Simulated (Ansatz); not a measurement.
# A defect in a wire: Ta wire along [100], 4 atoms a period, S in place of one Ta, part 2 of 3

Wanted: the relaxed defect and the transmission past it, beside the channels of the perfect wire.

Ansatz 0.2.0; DFT PBE, plane waves, PAW; relaxation of a wire's period (the session's first sound run).

So far. Step 2 (Relaxation of atoms and period): The cell's length comes to 3.159 Å with spin left out.

### Step 3. The wire at its relaxed period

This step: DFT PBE, plane waves, PAW; channels and complex bands of a perfect wire (Ansatz 0.2.0).

At the relaxed period the Bloch states of the perfect wire are found at each energy: those that move forward count the open channels, and those that decay describe how a disturbance dies away inside the wire itself. An energy step of 0.035 eV is under the 0.039 eV that the program asks for its thermal average at 300 K.

Input file input.yaml:

```yaml
crystal:
  lattice:
    - [10.12, 0.0, 0.0]
    - [0.0, 10.12, 0.0]
    - [0.0, 0.0, 3.1589605743]
  atoms:
    - { symbol: Ta, position: [0.351691604, 0.5, 0.0] }
    - { symbol: Ta, position: [0.648308396, 0.5, 0.0] }
    - { symbol: Ta, position: [0.5, 0.351691604, 0.5] }
    - { symbol: Ta, position: [0.5, 0.648308396, 0.5] }
kpoints:
  mp_grid: { grid: [1, 1, 26] }
scf:
  occupations: { method: fermi_dirac, width: 0.05 }
hamiltonian:
  xc: pbe
output:
  transmission:
    e_range: [-1.26, 1.26]
    de: 0.035
    kmesh: [1, 1]
    reduced_basis: true
    leads: [[0, 0]]
basis:
  ecutwfc: "350 eV"
```

On the command line:

```bash
> ansatz run input.yaml --threads 4 --pin off --max-ram 16384MiB --backend cpu --events-out ev --progress --plain --runs-dir out
```

Numbers of over 12 decimals in the logs are rounded to 6 here.

Log:

```text
Warning: basis.ecutwfc = 350 eV is below the records' recommended 420 eV, and the density's cutoff is lower with it unless basis.ecutrho_ratio is high enough to keep the records' density cutoff: compare with a run at a higher cutoff
[...]
Crystal: 4 atoms, lattice volume = 323.523 Å³
Basis set: ecut = 350 eV, 4821 PW (Γ)
Bands: 32, of which v1, the nominal top of the filled ones, is band 26 counted from 1 (25 counted from 0)
Symmetry: 16 space group operations
[...]
k-points: 14 of 26
[...]
SCF iter   1: F=—  HF=-39721.175972 eV  |F-HF|=—  |Δ(HF+E_count)|=         —  Δρ=4.53e-3  dr2=1.84e-1  ethr=1.77e-3  ⟨swp⟩=7.9  Hψ=2174  notcnv=0
[...]
SCF iter   8: F=-39721.176394 eV  HF=-39721.176394 eV  |F-HF|=9.90e-10  |Δ(HF+E_count)|=   1.66e-7  Δρ=1.32e-6  dr2=7.66e-9  ethr=1.92e-10  ⟨swp⟩=5.9  Hψ=1391  notcnv=0
SCF 1 converged in 8 iterations: F = -39721.176394 eV  dr2 = 7.66e-9
[...]
transmission: 4 of 24 steps passed
transmission: 8 of 24 steps passed
[...]
transmission: 24 of 24 steps passed
SCF converged after 8 iterations
Free energy (F): -39721.176394 eV
[...]
Internal energy: -39721.135145 eV  (E = F + TS)
E sigma→0 (E₀):  -39721.155770 eV
Entropy (-TS):   -0.041249 eV (-10.312 meV/atom)
Fermi energy:    1.738124 eV
[...]
--- Band table (eV; the first three rows and the last of 14) ---
  k-point 0: bands = [... 22 lower, 0.6944, 0.6944, 1.3691, 1.4742, 1.5171, 2.3842, 2.5865, 2.5865, ... 2 higher]
  k-point 1: bands = [... 22 lower, 0.6564, 0.6564, 1.4281, 1.4967, 1.5323, 2.4042, 2.6087, 2.6087, ... 2 higher]
  k-point 2: bands = [... 22 lower, 0.5535, 0.5535, 1.3038, 1.5771, 1.7645, 2.4623, 2.6261, 2.6261, ... 2 higher]
  k-point 13: bands = [... 22 lower, 0.3548, 0.3548, 1.1624, 1.1624, 2.4811, 2.4811, 3.4074, 3.4074, ... 2 higher]
--- Transmission ---
  basis      : 749 plane waves across, 4 finite elements along
  points     : 1, standing for a mesh of 1 x 1
  filling    : by the input's occupations and mesh, since the crystals that have channels conduct as metals do. If one of these is a semiconductor, that mesh has misplaced its level
  energies   : 73 from -1.260000 to 1.260000 eV about the Fermi level, 0.035000 eV apart; the leads are filled to 0.000000 eV, and channels, transmission and decay are at 0.000000 eV
  crystal 0  : Ta4, at the sites [0, 0], period 3.1590 Å: whole cells are its period
    offset         : up to 0.0000 Å between an atom of the period and one for which it stands
    filled         : 15.1 meV under the level at which it is neutral
    channels       : 3.000000e0 a spin
    conductance    : 2.3943e14 S/m² at 300 K; may be off by some 0.0 % by where its bands' edges are placed, 3.7 % from the distance to neutral
```

Elapsed: 67 s, on 4 threads of Arm Neoverse V1, shared host; peak memory 1.2 GiB; 3.9 min of CPU time.

Numbers from this step:

| Item | Value |
| --- | --- |
| energy at zero smearing | -39721.1558 eV |
| channels at the energy nearest the Fermi level, one spin | 3 |
| conductance of the lead as this run defines it | 3.165 G₀ |
| band gap | 0 eV |

Table of open channels of the lead, one spin by energy, zero at the Fermi level:

energy (eV), open channels of the lead, one spin and a bar from the least value:
```
   -1.190       7.00 ##############################
   -1.085       6.00 ######################
   -1.015       4.00 ########
   -0.910       4.00 ########
   -0.805       4.00 ########
   -0.700       4.00 ########
   -0.595       4.00 ########
   -0.490       4.00 ########
   -0.385       4.00 ########
   -0.315       3.00 
   -0.210       3.00 
   -0.105       3.00 
    0.000       3.00 
    0.105       5.00 ###############
    0.210       5.00 ###############
    0.315       5.00 ###############
    0.385       5.00 ###############
    0.490       5.00 ###############
    0.595       5.00 ###############
    0.700       6.00 ######################
    0.805       4.00 ########
    0.910       4.00 ########
    1.015       6.00 ######################
    1.085       6.00 ######################
    1.190       6.00 ######################
```

The slowest values at each energy, most degenerate partners merged, listed up to 1.5 1/Å. The Im kz of the slowest decaying states by energy, zero at the Fermi level:

```csv
energy (eV),decay 1 (Å⁻¹),decay 2 (Å⁻¹),decay 3 (Å⁻¹),decay 4 (Å⁻¹)
-1.190,0.176,0.523,0.573,0.660
-1.085,0.0428,0.185,0.519,0.543
-1.015,0.0639,0.0651,0.188,0.516
-0.910,0.0802,0.135,0.190,0.488
-0.805,0.0870,0.173,0.189,0.451
-0.700,0.0868,0.186,0.200,0.411
-0.595,0.0797,0.181,0.220,0.365
-0.490,0.0636,0.173,0.234,0.312
-0.385,0.0248,0.162,0.244,0.246
-0.315,0.0575,0.152,0.187,0.249
-0.210,0.0805,0.0969,0.135,0.253
-0.105,0.110,0.123,0.134,0.255
0.000,0.0731,0.143,0.167,0.254
0.105,0.0353,0.159,0.191,0.249
0.210,0.0878,0.173,0.209,0.242
0.315,0.106,0.184,0.223,0.231
0.385,0.111,0.191,0.222,0.231
0.490,0.110,0.201,0.203,0.207
0.595,0.102,0.120,0.179,0.209
0.700,0.0829,0.145,0.216,0.253
0.805,0.0444,0.0645,0.0856,0.222
0.910,0.0780,0.0888,0.103,0.228
1.015,0.128,0.171,0.199,0.233
1.085,0.141,0.146,0.186,0.236
1.190,0.157,0.164,0.194,0.240
```

By hand: the program gives 2.3943 × 10^14 S/m² over the cell's cross-section of 102.41 Å² = 1.024 × 10^-18 m², so one cell conducts 2.452 × 10^-4 S. Divided by G0 = 2e²/h = 7.748 × 10^-5 S this is 3.16 G0, a resistance of 4.08 kΩ.

At the computed energy nearest the Fermi level there are 3 channels a spin, and the thermal average gives 3.16 G₀.

### Step 4. Relaxation of the scattering region

This step: DFT PBE, plane waves, PAW; relaxation of a junction in a wire, ends held (Ansatz 0.2.0).

System of this step: Ta wire along [100], 4 atoms a period, S in place of one Ta. The cell holds 36 atoms: 35 Ta and 1 S. Cell: a = 10.120 Å, b = 10.120 Å, c = 28.431 Å, α = 90.0°, β = 90.0°, γ = 90.0°. Regions: held atoms, 24 atoms (24 Ta); free atoms, 12 atoms (11 Ta and 1 S). Vacuum lies along a and b. The structure's axis is c.

12 atoms at the defect are free to relax, while 24 stay where the perfect wire has them, so that the ends still repeat as a lead. The cutoff is set under the files' recommended one to save time.

Input file input.yaml:

```yaml
crystal:
  lattice:
    - [10.12, 0.0, 0.0]
    - [0.0, 10.12, 0.0]
    - [0.0, 0.0, 28.4306451688]
  atoms:
    - { symbol: Ta, position: [0.351691604, 0.5, 0.0] }
    - { symbol: Ta, position: [0.648308396, 0.5, 0.0] }
    - { symbol: Ta, position: [0.5, 0.351691604, 0.055555556] }
    - { symbol: Ta, position: [0.5, 0.648308396, 0.055555556] }
    - { symbol: Ta, position: [0.351691604, 0.5, 0.111111111] }
    - { symbol: Ta, position: [0.648308396, 0.5, 0.111111111] }
    - { symbol: Ta, position: [0.5, 0.351691604, 0.166666667] }
    - { symbol: Ta, position: [0.5, 0.648308396, 0.166666667] }
    - { symbol: Ta, position: [0.351691604, 0.5, 0.222222222] }
    - { symbol: Ta, position: [0.648308396, 0.5, 0.222222222] }
    - { symbol: Ta, position: [0.5, 0.351691604, 0.277777778] }
    - { symbol: Ta, position: [0.5, 0.648308396, 0.277777778] }
    - { symbol: Ta, position: [0.351691604, 0.5, 0.333333333] }
    - { symbol: Ta, position: [0.648308396, 0.5, 0.333333333] }
    - { symbol: Ta, position: [0.5, 0.351691604, 0.388888889] }
    - { symbol: Ta, position: [0.5, 0.648308396, 0.388888889] }
    - { symbol: S, position: [0.351691604, 0.5, 0.444444444], spin: 0.3 }
    - { symbol: Ta, position: [0.648308396, 0.5, 0.444444444] }
    - { symbol: Ta, position: [0.5, 0.351691604, 0.5] }
    - { symbol: Ta, position: [0.5, 0.648308396, 0.5] }
    - { symbol: Ta, position: [0.351691604, 0.5, 0.555555556] }
    - { symbol: Ta, position: [0.648308396, 0.5, 0.555555556] }
    - { symbol: Ta, position: [0.5, 0.351691604, 0.611111111] }
    - { symbol: Ta, position: [0.5, 0.648308396, 0.611111111] }
    - { symbol: Ta, position: [0.351691604, 0.5, 0.666666667] }
    - { symbol: Ta, position: [0.648308396, 0.5, 0.666666667] }
    - { symbol: Ta, position: [0.5, 0.351691604, 0.722222222] }
    - { symbol: Ta, position: [0.5, 0.648308396, 0.722222222] }
    - { symbol: Ta, position: [0.351691604, 0.5, 0.777777778] }
    - { symbol: Ta, position: [0.648308396, 0.5, 0.777777778] }
    - { symbol: Ta, position: [0.5, 0.351691604, 0.833333333] }
    - { symbol: Ta, position: [0.5, 0.648308396, 0.833333333] }
    - { symbol: Ta, position: [0.351691604, 0.5, 0.888888889] }
    - { symbol: Ta, position: [0.648308396, 0.5, 0.888888889] }
    - { symbol: Ta, position: [0.5, 0.351691604, 0.944444444] }
    - { symbol: Ta, position: [0.5, 0.648308396, 0.944444444] }
magnetization:
  spin_polarized: true
kpoints:
  mp_grid: { grid: [1, 1, 1] }
scf:
  occupations: { method: fermi_dirac, width: 0.1 }
hamiltonian:
  xc: pbe
relax:
  constraints:
    - { sites: [0, 1, 2, 3, 4, 5, 6, 7, 8, 9, 10, 11, 24, 25, 26, 27, 28, 29, 30, 31, 32, 33, 34, 35] }
  f_tol: 0.06
  max_steps: 35
basis:
  ecutwfc: "350 eV"
```

Log:

```text
[...]
Warning: crystal.symmetry: narrowed to the stabiliser of the relax constraints — unitary ops 4 → 2; lowered at sites 10, 11, 22, 23 (the operations that carried what is held of a site onto what its image site leaves free; the constrained walk keeps no symmetry that its constraints do not admit)
[...]
Crystal: 36 atoms, lattice volume = 2911.707 Å³
Basis set: ecut = 350 eV, 43371 PW (Γ), exchange–correlation on 128×128×360 points (8 copies of the dense FFT grid, shifted against one another)
Bands: 277, of which v1, the nominal top of the filled ones, is band 231 counted from 1 (230 counted from 0)
Symmetry: 2 space group operations
k-points: 1
[...]
Starting moments: Σ|m| = 0.3 μB on 1 of 36 sites
[...]
SCF iter   1: F=—  HF=-348522.117941 eV  |F-HF|=—  |Δ(HF+E_count)|=         —  Δρ=2.16e-2 (↑2.16e-2 ↓2.15e-2)  dr2=2.63e2  dr2_m=6.60e-3  M=0.203 μB ∫|m|=0.225 μB  β_m=0.30  ethr=3.10e-3  ⟨swp⟩=12.0  Hψ=2848  notcnv=0
[...]
spin=Collinear: LDOS preconditioning applied to the charge; magnetization (m = ρ↑ − ρ↓) channel mixes plain (no charge-response kernel on spin).
SCF iter   2: F=—  HF=-348468.171672 eV  |F-HF|=—  |Δ(HF+E_count)|=    5.39e1  Δρ=1.05e-2 (↑1.05e-2 ↓1.05e-2)  dr2=4.09e1  dr2_m=4.34e-3  M=0.207 μB ∫|m|=0.218 μB  β_m=0.37  ethr=3.10e-3  ⟨swp⟩=8.0  Hψ=1728  notcnv=0  defer=2
[...]
SCF iter  10: F=-348462.018145 eV  HF=-348462.018147 eV  |F-HF|=1.80e-6  |Δ(HF+E_count)|=   5.09e-6  Δρ=5.29e-6 (↑4.39e-6 ↓5.29e-6)  dr2=4.99e-6  dr2_m=3.08e-7  M=0.012 μB ∫|m|=0.016 μB  ethr=1.07e-8  ⟨swp⟩=2.0  Hψ=1555  notcnv=0
WARN: the starting moments were not kept: the SCF closed with an absolute magnetisation of 1.6e-2 μB, where they sum to 0.3 μB in size (1 site). That is at most 0.1 of that sum. Measured as dr2_m measures the in/out step, that magnetisation stands 2.1e-6 eV from none, at or under the dr2_threshold of 9.0e-5 eV: it is no larger than a step whose dr2_m would equal this threshold. The system may hold no moment; this SCF [...]
SCF 1 converged in 10 iterations: F = -348462.018145 eV  dr2 = 4.99e-6
[...]
relax step   1: F+E_penalty+E_count = -348462.01814506 eV  Δ(F+E_penalty+E_count) = +0.000e0 eV  max|allowed force component| = 5.720e-1 eV/Å  Δτ_max = 0.0000 Å  (10 SCF iters, dr2 threshold 9.00e-5 eV, accepted)
[...]
Starting moments: Σ|m| = 0.3 μB on 1 of 36 sites; this step starts from the density that it was given
[...]
SCF iter   1: F=—  HF=-348462.505086 eV  |F-HF|=—  |Δ(HF+E_count)|=         —  Δρ=3.45e-3 (↑3.45e-3 ↓3.44e-3)  dr2=4.10e0  dr2_m=4.03e-4  M=0.010 μB ∫|m|=0.025 μB  β_m=0.30  ethr=8.12e-4  ⟨swp⟩=2.0  Hψ=1950  notcnv=0
eigensolver tolerance schedule calibrated: the retry pair's looser diagonalisation under-reported the residual by θ = 0.09 (0.15/decade); ethr = c·dr2/N_el runs at the constant in force after the calibration composes with the one it found (an armed cap, an earlier calibration), c = 4.3e-2
[...]
SCF iter   2: F=—  HF=-348462.275765 eV  |F-HF|=—  |Δ(HF+E_count)|=   2.29e-1  Δρ=2.07e-3 (↑2.07e-3 ↓2.07e-3)  dr2=1.20e0  dr2_m=2.30e-4  M=0.009 μB ∫|m|=0.022 μB  β_m=0.44  ethr=3.87e-4  ⟨swp⟩=3.0  Hψ=810  notcnv=0
[...]
SCF iter   8: F=-348462.216585 eV  HF=-348462.216585 eV  |F-HF|=1.74e-8  |Δ(HF+E_count)|=   6.63e-6  Δρ=3.17e-6 (↑3.14e-6 ↓3.17e-6)  dr2=2.08e-6  dr2_m=6.15e-9  M=0.001 μB ∫|m|=0.003 μB  ethr=1.93e-9  ⟨swp⟩=3.0  Hψ=1976  notcnv=0
the starting moments were not kept: the SCF closed with an absolute magnetisation of 2.8e-3 μB, where they sum to 0.3 μB in size (1 site). That is at most 0.1 of that sum. Measured as dr2_m measures the in/out step, that magnetisation stands 4.9e-8 eV from none, at or under the dr2_threshold of 2.0e-5 eV: it is no larger than a step whose dr2_m would equal this threshold.
SCF 2 converged in 8 iterations: F = -348462.216585 eV  dr2 = 2.08e-6
[...]
relax step   2: F+E_penalty+E_count = -348462.21658477 eV  Δ(F+E_penalty+E_count) = -1.984e-1 eV  max|allowed force component| = 9.390e-1 eV/Å  Δτ_max = 0.1949 Å  (8 SCF iters, dr2 threshold 2.04e-5 eV, accepted)
SCF iter   1: F=—  HF=-348462.488429 eV  |F-HF|=—  |Δ(HF+E_count)|=         —  Δρ=1.62e-3 (↑1.61e-3 ↓1.62e-3)  dr2=7.81e-1  dr2_m=4.55e-5  M=0.002 μB ∫|m|=0.007 μB  β_m=0.30  ethr=1.82e-3  ⟨swp⟩=6.0  Hψ=1006  notcnv=0
[...]
SCF iter   6: F=-348462.417894 eV  HF=-348462.417917 eV  |F-HF|=2.30e-5  |Δ(HF+E_count)|=   8.59e-5  Δρ=1.34e-5 (↑1.34e-5 ↓1.33e-5)  dr2=4.53e-5  dr2_m=4.45e-9  M=0.001 μB ∫|m|=0.001 μB  ethr=1.20e-8  ⟨swp⟩=3.0  Hψ=2050  notcnv=0
[...]
SCF 3 converged in 6 iterations: F = -348462.417894 eV  dr2 = 4.53e-5
relax step   3: F+E_penalty+E_count = -348462.41789380 eV  Δ(F+E_penalty+E_count) = -2.013e-1 eV  max|allowed force component| = 2.944e-1 eV/Å  Δτ_max = 0.0947 Å  (6 SCF iters, dr2 threshold 5.51e-5 eV, accepted)
[...]
relax step   4: F+E_penalty+E_count = -348462.44970795 eV  Δ(F+E_penalty+E_count) = -3.181e-2 eV  max|allowed force component| = 2.431e-1 eV/Å  Δτ_max = 0.0488 Å  (7 SCF iters, dr2 threshold 8.52e-6 eV, accepted)
[...]
relax step   5: F+E_penalty+E_count = -348462.46761962 eV  Δ(F+E_penalty+E_count) = -1.791e-2 eV  max|allowed force component| = 4.382e-1 eV/Å  Δτ_max = 0.1347 Å  (8 SCF iters, dr2 threshold 5.81e-6 eV, accepted)
[...]
relax step   6: F+E_penalty+E_count = -348462.48922080 eV  Δ(F+E_penalty+E_count) = -2.160e-2 eV  max|allowed force component| = 2.030e-1 eV/Å  Δτ_max = 0.0826 Å  (6 SCF iters, dr2 threshold 1.00e-4 eV, accepted)
[...]
relax step   7: F+E_penalty+E_count = -348462.49694406 eV  Δ(F+E_penalty+E_count) = -7.723e-3 eV  max|allowed force component| = 8.000e-2 eV/Å  Δτ_max = 0.0634 Å  (7 SCF iters, dr2 threshold 8.85e-6 eV, accepted)
SCF iter   1: F=—  HF=-348462.504244 eV  |F-HF|=—  |Δ(HF+E_count)|=         —  Δρ=5.02e-4 (↑5.02e-4 ↓5.02e-4)  dr2=1.08e-1  dr2_m=1.32e-5  M=-0.000 μB ∫|m|=0.003 μB  β_m=0.65  ethr=1.99e-4  ⟨swp⟩=3.0  Hψ=946  notcnv=0
[...]
SCF iter   8: F=-348462.498460 eV  HF=-348462.498460 eV  |F-HF|=1.22e-8  |Δ(HF+E_count)|=   1.37e-7  Δρ=4.69e-7 (↑4.63e-7 ↓4.69e-7)  dr2=5.10e-8  dr2_m=8.88e-11  M=-0.000 μB ∫|m|=0.000 μB  ethr=2.17e-11  ⟨swp⟩=3.0  Hψ=1973  notcnv=0
[...]
SCF 8 converged in 8 iterations: F = -348462.498460 eV  dr2 = 5.10e-8
relax step   8: F+E_penalty+E_count = -348462.49846038 eV  Δ(F+E_penalty+E_count) = -1.516e-3 eV  max|allowed force component| = 4.123e-2 eV/Å  Δτ_max = 0.0268 Å  (8 SCF iters, accepted)
SCF converged after 8 iterations
Magnetization: -0.0000 μB (230.5000 up, 230.5000 down)
Absolute magnetization: 0.0002 μB (∫|ρ↑−ρ↓|, with the PAW one-centre terms)
[...]
Per-site moments (μB) at R_I (Å): [(-1.1436459011015816e-6, 1.091376), (-1.7052024546497695e-7, 1.091376), (2.9311040843113184e-7, 1.091376), (2.931104085975441e-7, 1.091376), (-8.884323429947556e-7, 1.091376), (-2.9851442089334213e-7, 1.091376), (4.4706978391116086e-7, 1.091376), (4.4706978410683293e-7, 1.091376), (-1.1448625894395655e-8, 1.091376), (-2.896941913901515e-6, 1.091376), (2.2108164199056824e-6, 1.091376 [...]
Free energy (F): -348462.498460 eV
[...]
Internal energy: -348461.195359 eV  (E = F + TS)
E sigma→0 (E₀):  -348461.846910 eV
Entropy (-TS):   -1.303102 eV (-36.197 meV/atom)
Fermi energy:    1.643831 eV
[...]
--- Forces (eV/Å), atoms counted from 1 ---
  atom   1  Ta    -0.04375010     0.00000000    -0.01725262
  atom   2  Ta     0.04304566     0.00000000     0.00344421
  atom   3  Ta    -0.02096879    -0.02644777    -0.00357184
  atom   4  Ta    -0.02096879     0.02644777    -0.00357184
  atom   5  Ta    -0.14396297     0.00000000     0.02848184
  atom   6  Ta     0.03424315     0.00000000     0.05883980
  atom   7  Ta    -0.00844607    -0.08533411     0.02037064
  atom   8  Ta    -0.00844607     0.08533411     0.02037064
  atom   9  Ta     0.07236773     0.00000000     0.12962830
  atom  10  Ta     0.13923790     0.00000000    -0.00717774
  atom  11  Ta    -0.02795633    -0.02431357     0.50421559
  atom  12  Ta    -0.02795633     0.02431357     0.50421559
  atom  13  Ta     0.02014724     0.00000000    -0.00424494
  atom  14  Ta    -0.01666093     0.00000000     0.03336560
  atom  15  Ta    -0.00217055     0.02052282    -0.02670668
  atom  16  Ta    -0.00217055    -0.02052282    -0.02670668
  atom  17  S     -0.01856394     0.00000000     0.04123320
  atom  18  Ta     0.02589431     0.00000000     0.01450074
  atom  19  Ta     0.00429018     0.01608263    -0.00197599
  atom  20  Ta     0.00429018    -0.01608263    -0.00197599
  atom  21  Ta    -0.00621165     0.00000000    -0.01123200
  atom  22  Ta    -0.00246612     0.00000000    -0.01747468
  atom  23  Ta     0.00031473    -0.01460172     0.00403368
  atom  24  Ta     0.00031473     0.01460172     0.00403368
  atom  25  Ta     0.41661759     0.00000000    -0.41220157
  atom  26  Ta    -0.27402437     0.00000000    -0.32254088
  atom  27  Ta    -0.01490541    -0.01815627    -0.16049008
  atom  28  Ta    -0.01490541     0.01815627    -0.16049008
  atom  29  Ta    -0.16961330     0.00000000    -0.09461849
  atom  30  Ta     0.07331763     0.00000000    -0.10964095
  atom  31  Ta    -0.01657264    -0.02156077     0.01028720
  atom  32  Ta    -0.01657264     0.02156077     0.01028720
  atom  33  Ta    -0.04406345     0.00000000     0.00866012
  atom  34  Ta     0.04510473     0.00000000    -0.00827082
  atom  35  Ta     0.01100587    -0.07610098    -0.00291836
  atom  36  Ta     0.01100587     0.07610098    -0.00291836
  max |Σ_I F_I| component: 1.59e-4 eV/Å
--- Relaxed structure (8 steps of the walk, 8 accepted, 0 SCFs on fresh bases) ---
  F+E_penalty+E_count = -348462.49846038 eV   max|allowed force component| = 4.123e-2 eV/Å
  atoms:
    - { symbol: Ta, position: [0.351691604, 0.5, -5.555553914281407e-11] }
    - { symbol: Ta, position: [0.648308396, 0.5, -5.555553914281407e-11] }
    - { symbol: Ta, position: [0.5, 0.351691604, 0.055556] }
    - { symbol: Ta, position: [0.5, 0.648308396, 0.055556] }
    - { symbol: Ta, position: [0.351691604, 0.5, 0.111111] }
    - { symbol: Ta, position: [0.648308396, 0.5, 0.111111] }
    - { symbol: Ta, position: [0.5, 0.351691604, 0.166667] }
    - { symbol: Ta, position: [0.5, 0.648308396, 0.166667] }
    - { symbol: Ta, position: [0.351691604, 0.5, 0.222222] }
    - { symbol: Ta, position: [0.648308396, 0.5, 0.222222] }
    - { symbol: Ta, position: [0.5, 0.351691604, 0.277778] }
    - { symbol: Ta, position: [0.5, 0.648308396, 0.277778] }
    - { symbol: Ta, position: [0.366876, 0.5, 0.339327] }
    - { symbol: Ta, position: [0.665398, 0.5, 0.329045] }
    - { symbol: Ta, position: [0.530525, 0.358991, 0.391262] }
    - { symbol: Ta, position: [0.530525, 0.641009, 0.391262] }
    - { symbol: S, position: [0.355622, 0.5, 0.444193] }
    - { symbol: Ta, position: [0.696599, 0.5, 0.442371] }
    - { symbol: Ta, position: [0.533102, 0.359227, 0.494556] }
    - { symbol: Ta, position: [0.533102, 0.640773, 0.494556] }
    - { symbol: Ta, position: [0.367346, 0.5, 0.545799] }
    - { symbol: Ta, position: [0.664834, 0.5, 0.557846] }
    - { symbol: Ta, position: [0.499402, 0.353888, 0.607916] }
    - { symbol: Ta, position: [0.499402, 0.646112, 0.607916] }
    - { symbol: Ta, position: [0.351691604, 0.5, 0.666667] }
    - { symbol: Ta, position: [0.648308396, 0.5, 0.666667] }
    - { symbol: Ta, position: [0.5, 0.351691604, 0.722222] }
    - { symbol: Ta, position: [0.5, 0.648308396, 0.722222] }
    - { symbol: Ta, position: [0.351691604, 0.5, 0.777778] }
    - { symbol: Ta, position: [0.648308396, 0.5, 0.777778] }
    - { symbol: Ta, position: [0.5, 0.351691604, 0.833333] }
    - { symbol: Ta, position: [0.5, 0.648308396, 0.833333] }
    - { symbol: Ta, position: [0.351691604, 0.5, 0.888889] }
    - { symbol: Ta, position: [0.648308396, 0.5, 0.888889] }
    - { symbol: Ta, position: [0.5, 0.351691604, 0.944444] }
    - { symbol: Ta, position: [0.5, 0.648308396, 0.944444] }
```

It took 3.7 min on 4 threads; peak memory 3.3 GiB; 15 min of CPU time.

[end of part 2 of 3]

[Logs are printed without paths, hosts, clocks, repeated set-up lines and the standing remarks that a program may print on its own settings, such as how far it seeks lower states.]

[Hosts, paths, dates, database ids (printed as entryN), source tags and the programs' standing remarks are cut or masked in the printed files.]
